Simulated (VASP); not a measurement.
# Te2Mo in VASP: settings compared

The runs below take Te2Mo through relaxation of cell and atoms, with LDA, r2SCAN+rVV10.

All numbers are computed with VASP 6.6.1; they aren't measurements. Logs are shortened: lines on timing, memory, paths and dates and some standing lists are left out, and cuts for length are marked.

## Step 1: Starting point

The cell holds a slab with vacuum, 3 atoms: a = 3.467 Å, b = 3.467 Å, c = 21.605 Å, α = 90.00°, β = 90.00°, γ = 120.00°.

## Step 2: Relaxation of cell and atoms, LDA

File INCAR:

```
PREC = Accurate
ENCUT = 600
EDIFF = 1E-7
ISMEAR = 0
SIGMA = 0.03
LREAL = F
LASPH = T
NELM = 80
ALGO = Normal
ISIF = 3
LWAVE = F
LCHARG = F
IBRION = 2
NSW = 90
EDIFFG = -0.005
LATTICE_CONSTRAINTS = .TRUE. .TRUE. .FALSE.
```

File KPOINTS:

```
regular mesh
0
Gamma
  12 12 1
```

File POSCAR:

```
Te2Mo                                   
1.0
    3.4673168546      0.0000000000      0.0000000000
   -1.7336584273      3.0027844833      0.0000000000
    0.0000000000      0.0000000000     21.6051888000
  Te              Mo            
     2     1
Direct
     0.3333333300000021    0.6666666699999979    0.4167797425455586
     0.3333333300000021    0.6666666699999979    0.5832202574544415
     0.6666666699999979    0.3333333300000021    0.5000000000000000
```

Potentials or basis: VASP PAW LDA potentials, release 64 (Te, Mo_sv).

The run is started by

```sh
cat potpaw_LDA.64/Te/POTCAR potpaw_LDA.64/Mo_sv/POTCAR > POTCAR
mpirun -np 1 vasp_std > vasp.out
```

OUTCAR:

```text
PREC = Accurate
   ENCUT = 600
   EDIFF = 1E-7
   ISMEAR = 0
   LREAL = F
   LASPH = T
   NELM = 80
   ISIF = 3
   IBRION = 2
   NSW = 90
   EDIFFG = -0.005

 ion  position               nearest neighbor table
   1  0.333  0.667  0.417-   3 2.69   3 2.69   3 2.69   2 3.60
   2  0.333  0.667  0.583-   3 2.69   3 2.69   3 2.69   1 3.60
   3  0.667  0.333  0.500-   1 2.69   2 2.69   1 2.69   2 2.69   1 2.69   2 2.69

  LATTYP: Found a hexagonal cell.
 ALAT       =     3.4673168546
 C/A-ratio  =     6.2310973315

  Lattice vectors:

 A1 = (   3.4673168546,   0.0000000000,   0.0000000000)
 A2 = (  -1.7336584273,   3.0027844833,   0.0000000000)
 A3 = (   0.0000000000,   0.0000000000,  21.6051888000)

Analysis of symmetry for initial positions (statically):
=====================================================================
 Subroutine PRICEL returns:
 Original cell was already a primitive cell.

 Routine SETGRP: Setting up the symmetry group for a
 hexagonal supercell.

 Subroutine GETGRP returns: Found 12 space group operations
 (whereof 12 operations were pure point group operations)
 out of a pool of 24 trial point group operations.

The static configuration has the point symmetry D_3h.

Analysis of symmetry for dynamics (positions and initial velocities):
=====================================================================
 Subroutine PRICEL returns:
 Original cell was already a primitive cell.

 Routine SETGRP: Setting up the symmetry group for a
 hexagonal supercell.

 Subroutine GETGRP returns: Found 12 space group operations
 (whereof 12 operations were pure point group operations)
 out of a pool of 24 trial point group operations.

The dynamic configuration has the point symmetry D_3h.

 Subroutine INISYM returns: Found 12 space group operations
 (whereof 12 operations are pure point group operations),
 and found     1 'primitive' translations

----------------------------------------------------------------------------------------

                                     Primitive cell

  volume of cell :     224.9447

  direct lattice vectors                    reciprocal lattice vectors
     3.467316855  0.000000000  0.000000000     0.288407446  0.166512117  0.000000000
    -1.733658427  3.002784483  0.000000000     0.000000000  0.333024233  0.000000000
     0.000000000  0.000000000 21.605188800     0.000000000  0.000000000  0.046285178

  length of vectors
     3.467316855  3.467316858 21.605188800     0.333024234  0.333024233  0.046285178

  position of ions in fractional coordinates (direct lattice)
     0.333333330  0.666666670  0.416779743
     0.333333330  0.666666670  0.583220257
     0.666666670  0.333333330  0.500000000

  ion indices of the primitive-cell ions
   primitive index   ion index
                 1           1
                 2           2
                 3           3

----------------------------------------------------------------------------------------

 KPOINTS: regular mesh

Automatic generation of k-mesh.
 Grid dimensions read from file:
 generate k-points for:   12   12    1

 Generating k-lattice:

  Cartesian coordinates                     Fractional coordinates (reciprocal lattice)
     0.024033954  0.013876010  0.000000000     0.083333333  0.000000000  0.000000000
     0.000000000  0.027752019  0.000000000     0.000000000  0.083333333  0.000000000
     0.000000000  0.000000000  0.046285178     0.000000000  0.000000000  1.000000000

  Length of vectors
     0.027752019  0.027752019  0.046285178

  Shift w.r.t. Gamma in fractional coordinates (k-lattice)
     0.000000000  0.000000000  0.000000000

 Subroutine IBZKPT returns following result:
 ===========================================

 Found     19 irreducible k-points:

 Following reciprocal coordinates:
            Coordinates               Weight
  0.000000  0.000000  0.000000      1.000000
  0.083333  0.000000  0.000000      6.000000
  0.166667  0.000000  0.000000      6.000000
  0.250000  0.000000  0.000000      6.000000
  0.333333  0.000000  0.000000      6.000000
  0.416667  0.000000  0.000000      6.000000
[... 11 lines left out ...]
  0.333333  0.250000  0.000000     12.000000
  0.333333  0.333333  0.000000      2.000000
   k-points           NKPTS =     19   k-points in BZ     NKDIM =     19   number of bands    NBANDS=     17
   number of dos      NEDOS =    301   number of ions     NIONS =      3
   total plane-waves  NPLWV = 141120
   dimension x,y,z NGX =    28 NGY =   28 NGZ =  180
   dimension x,y,z NGXF=    56 NGYF=   56 NGZF=  360
   ions per type =               2   1
   NGX,Y,Z   is equivalent  to a cutoff of  13.43, 13.43, 13.85 a.u.
   NGXF,Y,Z  is equivalent  to a cutoff of  26.85, 26.85, 27.70 a.u.
 SYSTEM =  unknown system
   PREC   = accura    normal or accurate (medium, high low for compatibility)
   ISTART =      0    job   : 0-new  1-cont  2-samecut
   ICHARG =      2    charge: 1-file 2-atom 10-const
   ISPIN  =      1    spin polarized calculation?
   LNONCOLLINEAR =      F non collinear calculations
   LSORBIT =      F    spin-orbit coupling
   LASPH  =      T    aspherical Exc in radial PAW
   ENCUT  =  600.0 eV  44.10 Ry    6.64 a.u.   6.93  6.93 43.15*2*pi/ulx,y,z
   NELM   =     80;   NELMIN=  2; NELMDL= -5     # of ELM steps
   EDIFF  = 0.1E-06   stopping-criterion for ELM
   LREAL  =      F    real-space projection
   EDIFFG = -.5E-02   stopping-criterion for IOM
   NSW    =     90    number of steps for IOM
   IBRION =      2    ionic relax: 0-MD 1-quasi-New 2-CG
   NFREE  =      1    steps in history (QN), initial steepest desc. (CG)
   ISIF   =      3    stress and relaxation
   ISYM   =      2    0-nonsym 1-usesym 2-fastsym
   POTIM  = 0.5000    time-step for ionic-motion
   TEBEG  =    0.0;   TEEND  =   0.0 temperature during run
   PSTRESS=    0.0 pullay stress
   NELECT =      26.0000    total number of electrons
   NUPDOWN=      -1.0000    fix difference up-down
   EMIN   =  10.00;   EMAX   =-10.00  energy-range for DOS
   EFERMI =   0.00;   METHOD = LEGACY
   ISMEAR =     0;   SIGMA  =   0.03  broadening in eV -4-tet -1-fermi 0-gaus
   EFERMI_NEDOS =   21; number of points for ismear=-14 and -15
   IALGO  =     38    algorithm
   IMIX   =      4    mixing-type and parameters
     AMIX     =   0.40;   BMIX     =  1.00
     AMIX_MAG =   1.60;   BMIX_MAG =  1.00
  volume/ion in A,a.u.               =      74.98       506.00
  Fermi-wavevector in a.u.,A,eV,Ry     =   0.797457  1.506976  8.652461  0.635938
  Thomas-Fermi vector in A             =   1.904178
   LORBIT       =      0    0 simple, 1 ext, 2 COOP (PROOUT), +10 PAW based schemes
   GGA     = CA    functional components
   LHFCALC =     F    Hartree Fock is set to
   AEXX    =    0.0000 exact exchange contribution
   IVDW    =     0    specifies the selected vdW correction
   LEPSILON=     F    determine dielectric tensor
   LRPA    =     F    only Hartree local field effects (RPA)
 conjugate gradient relaxation of ions
 non-spin polarized calculation
 Gauss-broadening in eV      SIGMA  =   0.03
  energy-cutoff  :      600.00
  volume of cell :      224.94
 maximum number of plane-waves:      7537
 NGX is ok and might be reduce to    28
   NGX = 13   NGY = 13   NGZ = 87

--------------------------------------- Ionic step        1  -------------------------------------------

 number of electron      26.0000000 magnetization

 Free energy of the ion-electron system (eV)
  ---------------------------------------------------
  ext. energy  EPLUGINS =         0.00000000
  ---------------------------------------------------
  free energy    TOTEN  =       -20.47195628 eV

  energy without entropy =      -20.47195628  energy(sigma->0) =      -20.47195628

------------------------ aborting loop because EDIFF is reached ----------------------------------------

  FORCE on cell =-STRESS in cart. coord.  units (eV):
  Direction    XX          YY          ZZ          XY          YZ          ZX
  --------------------------------------------------------------------------------------
  -------------------------------------------------------------------------------------
  Total        0.0231408      0.0231408      0.0092068     -0.0000000     -0.0000000      0.0000000
  in kB        0.1648212      0.1648212      0.0655759     -0.0000000     -0.0000000      0.0000000
  external PRESSURE =       0.1317394 kB  Pullay stress =       0.0000000 kB

 VOLUME and BASIS-vectors are now :
 -----------------------------------------------------------------------------
  energy-cutoff  :      600.00
  volume of cell :      224.94
      direct lattice vectors                 reciprocal lattice vectors
     3.467316855  0.000000000  0.000000000     0.288407446  0.166512117  0.000000000
    -1.733658427  3.002784483  0.000000000     0.000000000  0.333024233  0.000000000
     0.000000000  0.000000000 21.605188800     0.000000000  0.000000000  0.046285178

 POSITION                                       TOTAL-FORCE (eV/Angst)
 -----------------------------------------------------------------------------------
     -0.00000      2.00186      9.00461         0.000000      0.000000     -0.006871
     -0.00000      2.00186     12.60058         0.000000      0.000000      0.006871
      1.73366      1.00093     10.80259        -0.000000     -0.000000     -0.000000
 -----------------------------------------------------------------------------------
    total drift:                               -0.000024      0.000014      0.000000

  FREE ENERGIE OF THE ION-ELECTRON SYSTEM (eV)
  ---------------------------------------------------
  free  energy   TOTEN  =       -20.4719562782 eV
[... 17 lines left out ...]
 VOLUME and BASIS-vectors are now :
 -----------------------------------------------------------------------------
  energy-cutoff  :      600.00
  volume of cell :      225.11
      direct lattice vectors                 reciprocal lattice vectors
     3.468607128  0.000000000  0.000000000     0.288300163  0.166450176  0.000000000
    -1.734303564  3.003901893  0.000000000    -0.000000000  0.332900353  0.000000000
     0.000000000  0.000000000 21.605188800     0.000000000  0.000000000  0.046285178

 POSITION                                       TOTAL-FORCE (eV/Angst)
 -----------------------------------------------------------------------------------
     -0.00000      2.00260      9.00427        -0.000000      0.000000      0.005298
     -0.00000      2.00260     12.60092        -0.000000     -0.000000     -0.005298
      1.73430      1.00130     10.80259         0.000000      0.000000      0.000000
 -----------------------------------------------------------------------------------
    total drift:                               -0.000024      0.000014      0.000000

  FREE ENERGIE OF THE ION-ELECTRON SYSTEM (eV)
  ---------------------------------------------------
  free  energy   TOTEN  =       -20.4719574144 eV

  energy  without entropy=      -20.4719574144  energy(sigma->0) =      -20.47195741

--------------------------------------- Ionic step        3  -------------------------------------------

 number of electron      26.0000000 magnetization

 Free energy of the ion-electron system (eV)
  ---------------------------------------------------
  ext. energy  EPLUGINS =         0.00000000
  ---------------------------------------------------
  free energy    TOTEN  =       -20.47196213 eV

  energy without entropy =      -20.47196213  energy(sigma->0) =      -20.47196213

 E-fermi :  -0.5347     XC(G=0):  -4.0167

 val. band max:       -0.8300391408   @ k =   0.3333   0.3333   0.0000
 cond. band min:       0.4113579880   @ k =   0.3333   0.3333   0.0000
 fundamental gap:      1.2413971288
 Fermi energy:        -0.5346998016

 k-point     1 :       0.0000    0.0000    0.0000
  band No.  band energies     occupation
      1     -61.0588      2.00000
      2     -35.4547      2.00000
      3     -35.2745      2.00000
      4     -35.2745      2.00000
      5     -13.6914      2.00000
      6     -12.7033      2.00000
[... 9 lines left out ...]
     16       2.8463      0.00000
     17       2.8463      0.00000

 k-point     2 :       0.0833    0.0000    0.0000
  band No.  band energies     occupation
      1     -61.0579      2.00000
      2     -35.4523      2.00000
      3     -35.2852      2.00000
      4     -35.2770      2.00000
      5     -13.5879      2.00000
      6     -12.6319      2.00000
[... 9 lines left out ...]
     16       2.6160      0.00000
     17       2.6166      0.00000
[... 351 lines left out ...]
 VOLUME and BASIS-vectors are now :
 -----------------------------------------------------------------------------
  energy-cutoff  :      600.00
  volume of cell :      225.03
      direct lattice vectors                 reciprocal lattice vectors
     3.467991103  0.000000000  0.000000000     0.288351374  0.166479743  0.000000000
    -1.733995551  3.003368399  0.000000000    -0.000000000  0.332959486  0.000000000
     0.000000000  0.000000000 21.605188800     0.000000000  0.000000000  0.046285178

 POSITION                                       TOTAL-FORCE (eV/Angst)
 -----------------------------------------------------------------------------------
     -0.00000      2.00225      9.00443        -0.000000     -0.000000     -0.000610
     -0.00000      2.00225     12.60076         0.000000     -0.000000      0.000610
      1.73400      1.00112     10.80259         0.000000      0.000000      0.000000
 -----------------------------------------------------------------------------------
    total drift:                               -0.000024      0.000014      0.000000

  FREE ENERGIE OF THE ION-ELECTRON SYSTEM (eV)
  ---------------------------------------------------
  free  energy   TOTEN  =       -20.4719621281 eV

  energy  without entropy=      -20.4719621281  energy(sigma->0) =      -20.47196213

 reached required accuracy - stopping structural energy minimisation
```

Wall time 2.8 min (1 thread of Intel Xeon Platinum 8488C (Sapphire Rapids), shared host); peak memory 0.36 GiB.

What came out:

* Free energy: -20.4720 eV
* Relaxed volume: 75.01 Å³/atom
* Relaxed cell: a = 3.468 Å, b = 3.468 Å, c = 21.605 Å, α = 90.00°, β = 90.00°, γ = 120.00°
* Space group after relaxing (to 0.05 Å): P-6m2 (No. 187)
* Energy gained by relaxing: 0.0 meV/atom
* Ionic steps: 3
* Band gap on the k mesh: 1.24 eV, direct

Final structure:
```
CELL_PARAMETERS angstrom
3.46799 0.00000 0.00000
-1.73400 3.00337 0.00000
0.00000 0.00000 21.60519
ATOMIC_POSITIONS crystal
Te 0.33333 0.66667 0.41677
Te 0.33333 0.66667 0.58323
Mo 0.66667 0.33333 0.50000
```

Caveat: spin-orbit coupling is left out, which moves the levels of the heavy elements.

(Continued in part 2 of 2.)
